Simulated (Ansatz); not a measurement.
# P: energy less free atoms and pressure against volume scale

Results calculated with Ansatz 0.2.0, not measured. Periodic Kohn-Sham DFT of a crystal at fixed atoms, scaled to volume_scale times the given cell; pressure positive in compression, energy less spherical unpolarised free atoms, largest_vzz the field gradient of largest size among the nuclei.

The cell before it is scaled or strained (space group P6_3/mmc, No. 194):
```
CELL_PARAMETERS angstrom
2.70540 0.00000 0.00000
-1.35270 2.34290 0.00000
0.00000 0.00000 4.58770
ATOMIC_POSITIONS crystal
P 0.33333 0.66667 0.25000
P 0.66667 0.33333 0.75000
```

Settings of every row: method all-electron LAPW; functional PBE; relativity scalar; k mesh 15x15x8; filling fermi-dirac; smearing width 0.05 eV; basis error target 1 meV/atom; nucleus gaussian.

Atom start moment: 0 on all atoms.

Limits: the cell comes from a prototype or a list of computed structures and needn't be the stable phase.

| row | volume scale | V (Å³/atom) | energy less free atoms (eV/atom) | pressure (GPa) |
| --- | --- | --- | --- | --- |
| 1 | 0.95 | 13.813 | -4.5405 | 5.24 |
| 2 | 0.975 | 14.176 | -4.5491 | 2.445 |
| 3 | 1 | 14.54 | -4.5519 | 0.048 |
| 4 | 1.025 | 14.903 | -4.5496 | -2.07 |
| 5 | 1.05 | 15.267 | ? | ? |

Question: what energy less free atoms and pressure should row 5 give?

Worked fit of energy less free atoms. Take u = (V_r/V)^(2/3) − 1 with V_r = 14.358 Å³ an atom, which is twice the finite (Eulerian) strain; such expansions in the strain, on which the Birch-Murnaghan equation of state is built, carry the rest volume and the bulk modulus. The shown rows have u = 0.02613, 0.00854, -0.00836, -0.02453. Least squares give energy less free atoms = −4.55118 + 0.1646 × u + 9.343 × u² eV/atom; a straight line predicts inner rows, each left out in turn, worse (root mean square 0.0038 against 1.2e-05 eV/atom). All shown rows lie on it to the printed digit. The withheld row has u = -0.0401, so the fit gives −4.55118 + 0.1646 × (-0.0401) + 9.343 × (-0.0401)² = -4.5428 eV/atom.

The calculation gave -4.5426 eV/atom. The fit lies 0.0002 eV/atom (1.8 % of the column's range) below it; its largest miss of a shown row is 0.0000 eV/atom. This row lies beyond the range of the fit.

Worked fit of pressure. Take u = (V_r/V)^(2/3) − 1 with V_r = 14.358 Å³ an atom, which is twice the finite (Eulerian) strain; such expansions in the strain, on which the Birch-Murnaghan equation of state is built, carry the rest volume and the bulk modulus. The shown rows have u = 0.02613, 0.00854, -0.00836, -0.02453. Least squares give pressure = 1.2036 + 143.443 × u + 415.63 × u² GPa; a straight line predicts inner rows, each left out in turn, worse (root mean square 0.17 against 0.032 GPa). The rows lie off it by 0.004, -0.014, 0.015, -0.005 (root mean square 0.011 GPa). The withheld row has u = -0.0401, so the fit gives 1.2036 + 143.443 × (-0.0401) + 415.63 × (-0.0401)² = -3.880 GPa.

The calculation gave -4.01 GPa. The fit lies 0.130 GPa (3.2 % of the value, 1.4 % of the column's range) above it; its largest miss of a shown row is 0.015 GPa. This row lies beyond the range of the fit.
